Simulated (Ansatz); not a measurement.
Write the native input for Ansatz 0.2.0 that does the following.

- Task: single point
- Functional: PBE
- Potentials or basis: Ansatz PAW
- Cutoff: 420 eV (not typed: the program's choice for these potentials)
- k mesh: 12 × 12 × 12
- Occupations: fermi-dirac, width 0.05 eV
- Spin: collinear spin, random start
- Starting moments: [-2.68, 0.0] μB

Crystal: FeO.

```xyz
2
Lattice="-1.6021 1.6021 2.0834 1.6021 -1.6021 2.0834 1.6021 1.6021 -2.0834" Properties=species:S:1:pos:R:3 pbc="T T T"
Fe    0.0000    0.0000    0.0000
O     0.0000    0.0000    2.0834
```

The cell comes from a database or a generator and needn't be the stable form of this composition.

These files were run (other wordings do the same):

input.yaml

```yaml
crystal:
  lattice:
    - [-1.602103413, 1.602103413, 2.08339225]
    - [1.602103413, -1.602103413, 2.08339225]
    - [1.602103413, 1.602103413, -2.08339225]
  atoms:
    - { symbol: Fe, position: [0.0, 0.0, 0.0], spin: -2.68 }
    - { symbol: O, position: [0.5, 0.5, 0.0] }
hamiltonian:
  xc: pbe
  pseudopotentials: { kind: paw }
magnetization:
  spin_polarized: true
kpoints:
  mp_grid: { grid: [12, 12, 12] }
scf:
  occupations: { method: fermi_dirac, width: 0.05 }
output:
  forces: true
  stress: true
  eigenvalues: true
```

Potentials or basis: Ansatz PAW.

Launch:

```console
$ ansatz run input.yaml --threads 2 --pin off --max-ram 5632MiB --backend cpu --events-out ev --progress --plain --runs-dir out
```

It gave:

The pressure is -8.7 GPa, the band gap on the k mesh is none (metal or under the smearing width) and the net moment is -4.00 μB per cell. The absolute moment is 4.01 μB per cell and the site moments are Fe -3.40; O -0.31 μB.

Caveat: the pressure holds a Pulay correction of +0.6 GPa for the finite cutoff; a cell with one magnetic atom can't hold antiferromagnetic order, which such compounds often take; semilocal functionals often make such compounds metallic where correlation or magnetic order opens a gap, which also shifts bond lengths.

Run time: 4.6 s on 2 threads of Arm Neoverse V2, with other jobs on the host, peak memory 0.38 GiB.
